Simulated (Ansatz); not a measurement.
# A defect in a wire: Ni wire along [110], 4 atoms a period, Sn in place of one Ni, part 2 of 3

Wanted: the relaxed defect and the transmission past it, beside the channels of the perfect wire.

Ansatz 0.2.0; DFT PBE, plane waves, PAW; relaxation of a wire's period (the session's first sound run).

So far. Step 2 (Relaxing the period): The cell's length comes to 2.374 Å with an absolute moment of 3.65 μB a cell.

## 3. Bands of the perfect wire

This step: DFT PBE, plane waves, PAW; channels and complex bands of a perfect wire (Ansatz 0.2.0).

At the relaxed period the Bloch states of the perfect wire are found at each energy: those that move forward count the open channels, and those that decay describe how a disturbance dies away inside the wire itself. An energy step of 0.035 eV is under the 0.039 eV that the program asks for its thermal average at 300 K.

Input file input.yaml:

```yaml
crystal:
  lattice:
    - [10.32, 0.0, 0.0]
    - [0.0, 9.289, 0.0]
    - [0.0, 0.0, 2.3735856153]
  atoms:
    - { symbol: Ni, position: [0.332306556, 0.5, 0.0], spin: 0.81 }
    - { symbol: Ni, position: [0.667693444, 0.5, 0.0], spin: 0.81 }
    - { symbol: Ni, position: [0.5, 0.375663949, 0.5], spin: 0.87 }
    - { symbol: Ni, position: [0.5, 0.624336051, 0.5], spin: 0.87 }
magnetization:
  spin_polarized: true
kpoints:
  mp_grid: { grid: [1, 1, 34] }
scf:
  occupations: { method: fermi_dirac, width: 0.05 }
hamiltonian:
  xc: pbe
output:
  transmission:
    e_range: [-1.26, 1.26]
    de: 0.035
    kmesh: [1, 1]
    reduced_basis: true
    leads: [[0, 0]]
basis:
  ecutwfc: "350 eV"
```

Launch:

```sh
$ ansatz run input.yaml --threads 4 --pin off --max-ram 16384MiB --backend cpu --events-out ev --progress --plain --runs-dir out
```

Numbers of over 12 decimals in the logs are rounded to 6 here.

The log of the run:

```text
Warning: basis.ecutwfc = 350 eV is below the records' recommended 420 eV, and the density's cutoff is lower with it unless basis.ecutrho_ratio is high enough to keep the records' density cutoff: compare with a run at a higher cutoff
[...]
Crystal: 4 atoms, lattice volume = 227.538 Å³
Basis set: ecut = 350 eV, 3393 PW (Γ)
Bands: 46, of which v1, the nominal top of the filled ones, is band 36 counted from 1 (35 counted from 0)
Symmetry: 8 space group operations
[...]
k-points: 18 of 34
[...]
Starting moments: Σ|m| = 3.36 μB on 4 of 4 sites
[...]
SCF iter   1: F=—  HF=-23349.088036 eV  |F-HF|=—  |Δ(HF+E_count)|=         —  Δρ=2.52e-2 (↑2.52e-2 ↓1.85e-2)  dr2=7.26e0  dr2_m=4.39e-1  M=3.687 μB ∫|m|=3.858 μB  β_m=0.30  ethr=3.10e-3  ⟨swp⟩=8.8  Hψ=8022  notcnv=0  defer=15
[...]
SCF iter  13: F=-23353.618362 eV  HF=-23353.618362 eV  |F-HF|=4.73e-9  |Δ(HF+E_count)|=   5.20e-9  Δρ=1.17e-6 (↑1.13e-6 ↓1.17e-6)  dr2=5.79e-9  dr2_m=4.85e-10  M=3.261 μB ∫|m|=3.617 μB  ethr=1.09e-11  ⟨swp⟩=10.3  Hψ=7412  notcnv=0
SCF 1 converged in 13 iterations: F = -23353.618362 eV  dr2 = 5.79e-9
[...]
transmission: 6 of 36 steps passed
transmission: 9 of 36 steps passed
[...]
transmission: 36 of 36 steps passed
SCF converged after 13 iterations
Magnetization: 3.2614 μB (37.6307 up, 34.3693 down)
Absolute magnetization: 3.6194 μB (∫|ρ↑−ρ↓|, with the PAW one-centre terms)
[...]
Per-site moments (μB) at R_I (Å): [(0.801129, 0.979104), (0.801129, 0.979104), (0.856693, 0.952840), (0.856693, 0.952840)]
Free energy (F): -23353.618362 eV
[...]
Internal energy: -23353.557089 eV  (E = F + TS)
E sigma→0 (E₀):  -23353.587726 eV
Entropy (-TS):   -0.061273 eV (-15.318 meV/atom)
Fermi energy:    -0.075261 eV
[...]
--- Band table (eV; the first three rows and the last of 36) ---
  k-point 0 ↑: bands = [... 32 lower, -1.1910, -1.0890, -0.9023, -0.8091, -0.7339, -0.7284, -0.6783, 0.5047, ... 6 higher]
  k-point 1 ↑: bands = [... 32 lower, -1.2201, -1.0789, -0.8606, -0.8029, -0.7669, -0.7632, -0.6909, 0.5492, ... 6 higher]
  k-point 2 ↑: bands = [... 32 lower, -1.2624, -1.0477, -0.8592, -0.8534, -0.8494, -0.7249, -0.7020, 0.6698, ... 6 higher]
  k-point 17 ↓: bands = [... 32 lower, -0.0427, 0.1244, 0.2823, 0.3291, 2.1622, 2.5922, 2.8825, 4.3276, ... 6 higher]
--- Transmission ---
  basis      : 703 plane waves across, 3 finite elements along
  points     : 1, standing for a mesh of 1 x 1
  filling    : by the input's occupations and mesh, since the crystals that have channels conduct as metals do. If one of these is a semiconductor, that mesh has misplaced its level
  energies   : 73 from -1.260000 to 1.260000 eV about the Fermi level, 0.035000 eV apart; the leads are filled to 0.000000 eV, and channels, transmission and decay are at 0.000000 eV
  crystal 0  : Ni4, at the sites [0, 0], period 2.3736 Å: whole cells are its period
    offset         : up to 0.0000 Å between an atom of the period and one for which it stands
    filled         : 7.7 meV under the level at which it is neutral
    channels       : 3.000000e0 up, 5.000000e0 down
    conductance    : 3.5953e14 S/m² at 300 K; may be off by some 0.1 % by where its bands' edges are placed, 0.1 % from the distance to neutral
```

Elapsed: 3.4 min, on 4 threads of Arm Neoverse V1, shared host; peak memory 1.3 GiB; 12 min of CPU time.

This step gave:

| Item | Value |
| --- | --- |
| energy at zero smearing | -23353.5877 eV |
| total moment | 3.261 μB |
| absolute moment | 3.619 μB |
| channels at the energy nearest the Fermi level, spin up | 3 |
| channels at the energy nearest the Fermi level, spin down | 5 |
| conductance of the lead as this run defines it | 4.448 G₀ |
| band gap | 0 eV |

The open channels of the lead by energy, zero at the Fermi level:

```tsv
energy (eV)	spin up	spin down
-1.26	6	7
-1.19	3	7
-1.08	2	8
-1.01	5	8
-0.91	8	8
-0.84	6	7
-0.73	6	9
-0.67	8	8
-0.56	3	5
-0.49	3	3
-0.39	3	6
-0.32	3	5
-0.21	3	6
-0.14	3	4
-0.04	3	7
0.00	3	5
0.04	3	4
0.14	3	8
0.21	3	7
0.32	3	7
0.39	3	6
0.49	3	3
0.56	3	3
0.67	4	3
0.73	4	3
0.84	4	4
0.91	4	4
1.01	4	4
1.08	4	4
1.19	4	4
1.26	4	4
```

Spin up; the slowest values at each energy, most degenerate partners merged, listed up to 1.5 1/Å. Im kz of the slowest decaying states against energy, zero at the Fermi level:

```tsv
energy (eV)	decay 1 (Å⁻¹)	decay 2 (Å⁻¹)	decay 3 (Å⁻¹)	decay 4 (Å⁻¹)
-1.190	0.0204	0.0576	0.115	0.165
-1.015	0.0117	0.0898	0.132	0.163
-0.805	0.0706	0.429	0.454	0.617
-0.595	0.0671	0.0864	0.0879	0.0983
-0.385	0.183	0.190	0.269	0.274
-0.210	0.207	0.225	0.337	0.352
0.000	0.210	0.248	0.382	0.429
0.210	0.189	0.256	0.410	0.493
0.385	0.149	0.254	0.426	0.483
0.595	0.242	0.438	0.445	0.593
0.805	0.220	0.402	0.443	0.641
1.015	0.183	0.354	0.444	0.686
1.190	0.136	0.308	0.440	0.700
```

Spin down; the slowest values at each energy, most degenerate partners merged, listed up to 1.5 1/Å. Table of Im kz of the slowest decaying states by energy, zero at the Fermi level:

```tsv
energy (eV)	decay 1 (Å⁻¹)	decay 2 (Å⁻¹)	decay 3 (Å⁻¹)	decay 4 (Å⁻¹)
-1.26	0.252	0.304	0.315	0.359
-1.16	0.164	0.195	0.283	0.417
-1.05	0.0912	0.141	0.252	0.398
-0.94	0.125	0.134	0.217	0.376
-0.84	0.0802	0.102	0.105	0.146
-0.77	0.103	0.108	0.139	0.329
-0.67	0.0176	0.127	0.141	0.228
-0.56	0.0909	0.0910	0.141	0.157
-0.46	0.115	0.126	0.138	0.207
-0.35	0.173	0.249	0.278	0.316
-0.24	0.199	0.252	0.305	0.369
-0.14	0.0502	0.0540	0.201	0.346
-0.04	0.152	0.172	0.382	0.429
0.00	0.0230	0.150	0.183	0.393
0.04	0.0164	0.0716	0.113	0.157
0.14	0.0343	0.323	0.363	0.428
0.24	0.0951	0.379	0.409	0.462
0.35	0.116	0.450	0.488	0.537
0.46	0.0701	0.120	0.122	0.140
0.56	0.115	0.116	0.196	0.233
0.67	0.0959	0.136	0.241	0.293
0.77	0.0474	0.147	0.273	0.340
0.84	0.150	0.289	0.367	0.390
0.94	0.150	0.308	0.404	0.418
1.05	0.144	0.323	0.394	0.437
1.16	0.132	0.335	0.369	0.468
1.26	0.112	0.343	0.343	0.497
```

By hand: the program gives 3.5953 × 10^14 S/m² over the cell's cross-section of 95.86 Å² = 9.586 × 10^-19 m², so one cell conducts 3.447 × 10^-4 S. Divided by G0 = 2e²/h = 7.748 × 10^-5 S this is 4.45 G0, a resistance of 2.90 kΩ.

At the computed energy nearest the Fermi level there are 3 spin-up and 5 spin-down channels, and the thermal average gives 4.45 G₀.

## 4. Relaxing the junction

This step: DFT PBE, plane waves, PAW; relaxation of a junction in a wire, ends held (Ansatz 0.2.0).

System of this step: Ni wire along [110], 4 atoms a period, Sn in place of one Ni. The cell holds 36 atoms: 35 Ni and 1 Sn. Its edges and angles: a = 10.320 Å, b = 9.289 Å, c = 21.362 Å, α = 90.0°, β = 90.0°, γ = 90.0°. Regions: held atoms, 24 atoms (24 Ni); free atoms, 12 atoms (11 Ni and 1 Sn). Vacuum lies along a and b. The structure's axis is c.

12 atoms at the defect are free to relax, while 24 stay where the perfect wire has them, so that the ends still repeat as a lead. The cutoff is set under the files' recommended one to save time.

Input file input.yaml:

```yaml
crystal:
  lattice:
    - [10.32, 0.0, 0.0]
    - [0.0, 9.289, 0.0]
    - [0.0, 0.0, 21.3622705378]
  atoms:
    - { symbol: Ni, position: [0.332306556, 0.5, 0.0], spin: 0.81 }
    - { symbol: Ni, position: [0.667693444, 0.5, 0.0], spin: 0.81 }
    - { symbol: Ni, position: [0.5, 0.375663949, 0.055555556], spin: 0.87 }
    - { symbol: Ni, position: [0.5, 0.624336051, 0.055555556], spin: 0.87 }
    - { symbol: Ni, position: [0.332306556, 0.5, 0.111111111], spin: 0.81 }
    - { symbol: Ni, position: [0.667693444, 0.5, 0.111111111], spin: 0.81 }
    - { symbol: Ni, position: [0.5, 0.375663949, 0.166666667], spin: 0.87 }
    - { symbol: Ni, position: [0.5, 0.624336051, 0.166666667], spin: 0.87 }
    - { symbol: Ni, position: [0.332306556, 0.5, 0.222222222], spin: 0.81 }
    - { symbol: Ni, position: [0.667693444, 0.5, 0.222222222], spin: 0.81 }
    - { symbol: Ni, position: [0.5, 0.375663949, 0.277777778], spin: 0.87 }
    - { symbol: Ni, position: [0.5, 0.624336051, 0.277777778], spin: 0.87 }
    - { symbol: Ni, position: [0.332306556, 0.5, 0.333333333], spin: 0.81 }
    - { symbol: Ni, position: [0.667693444, 0.5, 0.333333333], spin: 0.81 }
    - { symbol: Ni, position: [0.5, 0.375663949, 0.388888889], spin: 0.87 }
    - { symbol: Ni, position: [0.5, 0.624336051, 0.388888889], spin: 0.87 }
    - { symbol: Ni, position: [0.332306556, 0.5, 0.444444444], spin: 0.81 }
    - { symbol: Ni, position: [0.667693444, 0.5, 0.444444444], spin: 0.81 }
    - { symbol: Sn, position: [0.5, 0.375663949, 0.5], spin: 0.3 }
    - { symbol: Ni, position: [0.5, 0.624336051, 0.5], spin: 0.87 }
    - { symbol: Ni, position: [0.332306556, 0.5, 0.555555556], spin: 0.81 }
    - { symbol: Ni, position: [0.667693444, 0.5, 0.555555556], spin: 0.81 }
    - { symbol: Ni, position: [0.5, 0.375663949, 0.611111111], spin: 0.87 }
    - { symbol: Ni, position: [0.5, 0.624336051, 0.611111111], spin: 0.87 }
    - { symbol: Ni, position: [0.332306556, 0.5, 0.666666667], spin: 0.81 }
    - { symbol: Ni, position: [0.667693444, 0.5, 0.666666667], spin: 0.81 }
    - { symbol: Ni, position: [0.5, 0.375663949, 0.722222222], spin: 0.87 }
    - { symbol: Ni, position: [0.5, 0.624336051, 0.722222222], spin: 0.87 }
    - { symbol: Ni, position: [0.332306556, 0.5, 0.777777778], spin: 0.81 }
    - { symbol: Ni, position: [0.667693444, 0.5, 0.777777778], spin: 0.81 }
    - { symbol: Ni, position: [0.5, 0.375663949, 0.833333333], spin: 0.87 }
    - { symbol: Ni, position: [0.5, 0.624336051, 0.833333333], spin: 0.87 }
    - { symbol: Ni, position: [0.332306556, 0.5, 0.888888889], spin: 0.81 }
    - { symbol: Ni, position: [0.667693444, 0.5, 0.888888889], spin: 0.81 }
    - { symbol: Ni, position: [0.5, 0.375663949, 0.944444444], spin: 0.87 }
    - { symbol: Ni, position: [0.5, 0.624336051, 0.944444444], spin: 0.87 }
magnetization:
  spin_polarized: true
kpoints:
  mp_grid: { grid: [1, 1, 2] }
scf:
  occupations: { method: fermi_dirac, width: 0.1 }
hamiltonian:
  xc: pbe
relax:
  constraints:
    - { sites: [0, 1, 2, 3, 4, 5, 6, 7, 8, 9, 10, 11, 24, 25, 26, 27, 28, 29, 30, 31, 32, 33, 34, 35] }
  f_tol: 0.06
  max_steps: 35
basis:
  ecutwfc: "350 eV"
```

The log of the run:

```text
[...]
Warning: crystal.symmetry: narrowed to the stabiliser of the relax constraints — unitary ops 4 → 2; lowered at sites 12, 13, 24, 25 (the operations that carried what is held of a site onto what its image site leaves free; the constrained walk keeps no symmetry that its constraints do not admit)
[...]
Crystal: 36 atoms, lattice volume = 2047.840 Å³
Basis set: ecut = 350 eV, 30423 PW (Γ), exchange–correlation on 128×120×270 points (8 copies of the dense FFT grid, shifted against one another)
Bands: 405, of which v1, the nominal top of the filled ones, is band 322 counted from 1 (321 counted from 0)
Symmetry: 2 space group operations
k-points: 2
[...]
Starting moments: Σ|m| = 29.67 μB on 36 of 36 sites
[...]
SCF iter   1: F=—  HF=-210324.331587 eV  |F-HF|=—  |Δ(HF+E_count)|=         —  Δρ=2.15e-2 (↑2.15e-2 ↓1.76e-2)  dr2=6.87e1  dr2_m=1.66e0  M=29.406 μB ∫|m|=30.774 μB  β_m=0.30  ethr=3.10e-3  ⟨swp⟩=8.5  Hψ=7750  notcnv=0  defer=38
[...]
SCF iter  11: F=-210368.374349 eV  HF=-210368.374418 eV  |F-HF|=6.85e-5  |Δ(HF+E_count)|=   2.48e-5  Δρ=4.63e-5 (↑2.69e-5 ↓4.63e-5)  dr2=7.22e-5  dr2_m=7.19e-6  M=26.307 μB ∫|m|=29.323 μB  ethr=5.62e-9  ⟨swp⟩=2.0  Hψ=5362  notcnv=0
SCF 1 converged in 11 iterations: F = -210368.374349 eV  dr2 = 7.22e-5
[...]
relax step   1: F+E_penalty+E_count = -210368.37434929 eV  Δ(F+E_penalty+E_count) = +0.000e0 eV  max|allowed force component| = 5.015e0 eV/Å  Δτ_max = 0.0000 Å  (11 SCF iters, dr2 threshold 9.00e-5 eV, accepted)
[...]
SCF iter   8: F=-210369.163916 eV  HF=-210369.163990 eV  |F-HF|=7.33e-5  |Δ(HF+E_count)|=   1.45e-5  Δρ=3.96e-5 (↑8.60e-6 ↓3.96e-5)  dr2=7.85e-5  dr2_m=6.44e-6  M=26.468 μB ∫|m|=29.549 μB  ethr=1.53e-8  ⟨swp⟩=3.0  Hψ=4936  notcnv=0
SCF 2 converged in 8 iterations: F = -210369.163916 eV  dr2 = 7.85e-5
[...]
relax step   2: F+E_penalty+E_count = -210369.16391648 eV  Δ(F+E_penalty+E_count) = -7.896e-1 eV  max|allowed force component| = 2.329e0 eV/Å  Δτ_max = 0.1892 Å  (8 SCF iters, dr2 threshold 1.00e-4 eV, accepted)
SCF iter   1: F=—  HF=-210369.436385 eV  |F-HF|=—  |Δ(HF+E_count)|=         —  Δρ=1.84e-3 (↑1.04e-3 ↓1.84e-3)  dr2=5.63e-2  dr2_m=2.76e-2  M=26.621 μB ∫|m|=29.726 μB  β_m=0.30  ethr=1.75e-4  ⟨swp⟩=7.8  Hψ=4458  notcnv=0  defer=94
[...]
SCF iter   8: F=-210369.467870 eV  HF=-210369.467877 eV  |F-HF|=6.61e-6  |Δ(HF+E_count)|=   7.31e-6  Δρ=1.92e-5 (↑5.98e-6 ↓1.92e-5)  dr2=7.70e-6  dr2_m=1.65e-6  M=26.629 μB ∫|m|=29.776 μB  ethr=5.82e-9  ⟨swp⟩=2.0  Hψ=4763  notcnv=0
SCF 3 converged in 8 iterations: F = -210369.467870 eV  dr2 = 7.70e-6
relax step   3: F+E_penalty+E_count = -210369.46787030 eV  Δ(F+E_penalty+E_count) = -3.040e-1 eV  max|allowed force component| = 7.289e-1 eV/Å  Δτ_max = 0.1948 Å  (8 SCF iters, dr2 threshold 1.00e-4 eV, accepted)
[...]
relax step   4: F+E_penalty+E_count = -210369.55763753 eV  Δ(F+E_penalty+E_count) = -8.977e-2 eV  max|allowed force component| = 1.212e-1 eV/Å  Δτ_max = 0.2000 Å  (8 SCF iters, dr2 threshold 5.20e-5 eV, accepted)
SCF iter   1: F=—  HF=-210369.560403 eV  |F-HF|=—  |Δ(HF+E_count)|=         —  Δρ=1.38e-3 (↑6.13e-4 ↓1.38e-3)  dr2=4.99e-2  dr2_m=8.89e-3  M=26.752 μB ∫|m|=29.924 μB  β_m=0.65  ethr=4.87e-5  ⟨swp⟩=4.8  Hψ=3917  notcnv=0  defer=152
[...]
SCF iter  11: F=-210369.565235 eV  HF=-210369.565235 eV  |F-HF|=4.80e-8  |Δ(HF+E_count)|=   1.22e-9  Δρ=1.33e-6 (↑5.73e-7 ↓1.33e-6)  dr2=5.11e-8  dr2_m=6.47e-9  M=26.723 μB ∫|m|=29.917 μB  ethr=1.24e-11  ⟨swp⟩=2.0  Hψ=4971  notcnv=0
SCF 5 converged in 11 iterations: F = -210369.565235 eV  dr2 = 5.11e-8
[...]
relax step   5: F+E_penalty+E_count = -210369.56523476 eV  Δ(F+E_penalty+E_count) = -7.597e-3 eV  max|allowed force component| = 1.921e-2 eV/Å  Δτ_max = 0.0748 Å  (11 SCF iters, accepted)
SCF converged after 11 iterations
Magnetization: 26.7225 μB (335.3613 up, 308.6387 down)
Absolute magnetization: 29.9373 μB (∫|ρ↑−ρ↓|, with the PAW one-centre terms)
[...]
Per-site moments (μB) at R_I (Å): [(0.794890, 0.979104), (0.794890, 0.979104), (0.849694, 0.952840), (0.851829, 0.952840), (0.799162, 0.979104), (0.799162, 0.979104), (0.856380, 0.952840), (0.850803, 0.952840), (0.795315, 0.979104), (0.795315, 0.979104), (0.844964, 0.952840), (0.841813, 0.952840), (0.777692, 0.979810), (0.777692, 0.979810), (0.613162, 0.959500), (0.773671, 0.974793), (0.658153, 0.968941), (0.658153,  [...]
Free energy (F): -210369.565235 eV
[...]
Internal energy: -210367.375324 eV  (E = F + TS)
E sigma→0 (E₀):  -210368.470279 eV
Entropy (-TS):   -2.189911 eV (-60.831 meV/atom)
Fermi energy:    0.008437 eV
[...]
--- Forces (eV/Å), atoms counted from 1 ---
  atom   1  Ni     0.01870640     0.00637743    -0.00009980
  atom   2  Ni    -0.01870640     0.00637743    -0.00009980
  atom   3  Ni     0.00000000    -0.09940767     0.00652708
  atom   4  Ni     0.00000000     0.10237314     0.00072613
  atom   5  Ni     0.01462364    -0.00108287     0.00545138
  atom   6  Ni    -0.01462364    -0.00108287     0.00545138
  atom   7  Ni     0.00000000    -0.10692871     0.01952579
  atom   8  Ni     0.00000000     0.11308495    -0.00922529
  atom   9  Ni     0.00393548     0.00009637    -0.01242493
  atom  10  Ni    -0.00393548     0.00009637    -0.01242493
  atom  11  Ni     0.00000000    -0.11686632    -0.22933731
  atom  12  Ni     0.00000000     0.12445391    -0.02228418
  atom  13  Ni     0.00132626    -0.00164992    -0.00345939
  atom  14  Ni    -0.00132626    -0.00164992    -0.00345939
  atom  15  Ni     0.00000000    -0.01100720     0.01501380
  atom  16  Ni     0.00000000     0.00222651     0.00165933
  atom  17  Ni     0.00459328    -0.00403233     0.00955087
  atom  18  Ni    -0.00459328    -0.00403233     0.00955087
  atom  19  Sn     0.00000000     0.00397825     0.00105593
  atom  20  Ni     0.00000000    -0.00517031     0.00008437
  atom  21  Ni     0.00589100    -0.00364311    -0.01074346
  atom  22  Ni    -0.00589100    -0.00364311    -0.01074346
  atom  23  Ni     0.00000000    -0.00873379    -0.01921373
  atom  24  Ni     0.00000000     0.00208200    -0.00495350
  atom  25  Ni     0.04276407    -0.00850791     0.00305994
  atom  26  Ni    -0.04276407    -0.00850791     0.00305994
  atom  27  Ni     0.00000000    -0.09418780     0.22766049
  atom  28  Ni     0.00000000     0.11250078     0.02464718
  atom  29  Ni     0.00465529    -0.00014083     0.01616377
  atom  30  Ni    -0.00465529    -0.00014083     0.01616377
  atom  31  Ni     0.00000000    -0.10720759    -0.01941500
  atom  32  Ni     0.00000000     0.11312739     0.00947035
  atom  33  Ni     0.01467311    -0.00101291    -0.00517145
  atom  34  Ni    -0.01467311    -0.00101291    -0.00517145
  atom  35  Ni     0.00000000    -0.09934597    -0.00610192
  atom  36  Ni     0.00000000     0.10227240    -0.00049245
  max |Σ_I F_I| component: 5.18e-5 eV/Å
--- Relaxed structure (5 steps of the walk, 5 accepted, 0 SCFs on fresh bases) ---
  F+E_penalty+E_count = -210369.56523476 eV   max|allowed force component| = 1.921e-2 eV/Å
  atoms:
    - { symbol: Ni, position: [0.332307, 0.5, 0.0] }
    - { symbol: Ni, position: [0.667693, 0.5, 0.0] }
    - { symbol: Ni, position: [0.5, 0.375663949, 0.055556] }
    - { symbol: Ni, position: [0.5, 0.624336, 0.055556] }
    - { symbol: Ni, position: [0.332307, 0.5, 0.111111111] }
    - { symbol: Ni, position: [0.667693, 0.5, 0.111111111] }
    - { symbol: Ni, position: [0.5, 0.375663949, 0.166667] }
    - { symbol: Ni, position: [0.5, 0.624336, 0.166667] }
    - { symbol: Ni, position: [0.332307, 0.5, 0.222222222] }
    - { symbol: Ni, position: [0.667693, 0.5, 0.222222222] }
    - { symbol: Ni, position: [0.5, 0.375663949, 0.277777778] }
    - { symbol: Ni, position: [0.5, 0.624336, 0.277777778] }
    - { symbol: Ni, position: [0.332989, 0.499645, 0.333413] }
    - { symbol: Ni, position: [0.667011, 0.499645, 0.333413] }
    - { symbol: Ni, position: [0.5, 0.370152, 0.386638] }
    - { symbol: Ni, position: [0.5, 0.624625, 0.388400] }
    - { symbol: Ni, position: [0.336511, 0.492801, 0.445017] }
    - { symbol: Ni, position: [0.663489, 0.492801, 0.445017] }
    - { symbol: Sn, position: [0.5, 0.304748, 0.500097] }
    - { symbol: Ni, position: [0.5, 0.614988, 0.500062] }
    - { symbol: Ni, position: [0.336401, 0.492942, 0.555097] }
    - { symbol: Ni, position: [0.663599, 0.492942, 0.555097] }
    - { symbol: Ni, position: [0.5, 0.370598, 0.613520] }
    - { symbol: Ni, position: [0.5, 0.624637, 0.611730] }
    - { symbol: Ni, position: [0.332307, 0.5, 0.666666667] }
    - { symbol: Ni, position: [0.667693, 0.5, 0.666666667] }
    - { symbol: Ni, position: [0.5, 0.375663949, 0.722222222] }
    - { symbol: Ni, position: [0.5, 0.624336, 0.722222222] }
    - { symbol: Ni, position: [0.332307, 0.5, 0.777778] }
    - { symbol: Ni, position: [0.667693, 0.5, 0.777778] }
    - { symbol: Ni, position: [0.5, 0.375663949, 0.833333] }
    - { symbol: Ni, position: [0.5, 0.624336, 0.833333] }
    - { symbol: Ni, position: [0.332307, 0.5, 0.888889] }
    - { symbol: Ni, position: [0.667693, 0.5, 0.888889] }
    - { symbol: Ni, position: [0.5, 0.375663949, 0.944444] }
    - { symbol: Ni, position: [0.5, 0.624336, 0.944444] }
```

The job ended after 7.9 min (4 threads; peak memory 8.3 GiB; 31 min of CPU time).

The steps of the relaxation:

```tsv
step	energy less that of the first step (eV)	largest force component (eV/Å)
1	0.0000	5.0148
2	-0.7896	2.3292
3	-1.0935	0.7289
4	-1.1833	0.1212
5	-1.1909	0.0192
```

The atoms that moved most (Å):

```tsv
atom	dx	dy	dz	length
Sn19	0.000	-0.659	0.002	0.659
Ni20	0.000	-0.087	0.001	0.087
Ni17	0.043	-0.067	0.012	0.081
Ni18	-0.043	-0.067	0.012	0.081
Ni21	0.042	-0.066	-0.010	0.079
Ni22	-0.042	-0.066	-0.010	0.079
Ni15	0.000	-0.051	-0.048	0.070
Ni23	0.000	-0.047	0.051	0.070
```

This step gave:

```yaml
energy_at_zero_smearing: -210368.4703 eV
total_moment: 26.72 μB
absolute_moment: 29.94 μB
```

Site moment by element, in μB:

```tsv
element	atoms	mean	spread (r.m.s.)	least	largest
Ni	35	0.783	0.071	0.613	0.856
Sn	1	-0.023	0.000	-0.023	-0.023
```

The atoms farthest from the mean of their element:

```tsv
atom	x, y, z (Å)	site moment (μB)
Ni15	5.16, 3.44, 8.26	0.613
Ni23	5.16, 3.44, 13.11	0.614
Ni17	3.47, 4.58, 9.51	0.658
Ni18	6.85, 4.58, 9.51	0.658
Ni22	6.85, 4.58, 11.86	0.658
Ni21	3.47, 4.58, 11.86	0.658
Ni7	5.16, 3.49, 3.56	0.856
Ni31	5.16, 3.49, 17.80	0.856
```

The largest force component on a free atom ends at 0.019 eV/Å, under the limit of 0.06. Sn ends nearest to Ni at 2.50 Å, Ni at 2.50 Å, Ni at 2.70 Å, Ni at 2.70 Å, Ni at 2.70 Å, Ni at 2.70 Å and Ni at 2.88 Å.

(Continued in part 3 of 3.)

[Logs are printed without paths, hosts, clocks, repeated set-up lines and the standing remarks that a program may print on its own settings, such as how far it seeks lower states.]

[Hosts, paths, dates, database ids (printed as entryN), source tags and the programs' standing remarks are cut or masked in the printed files.]
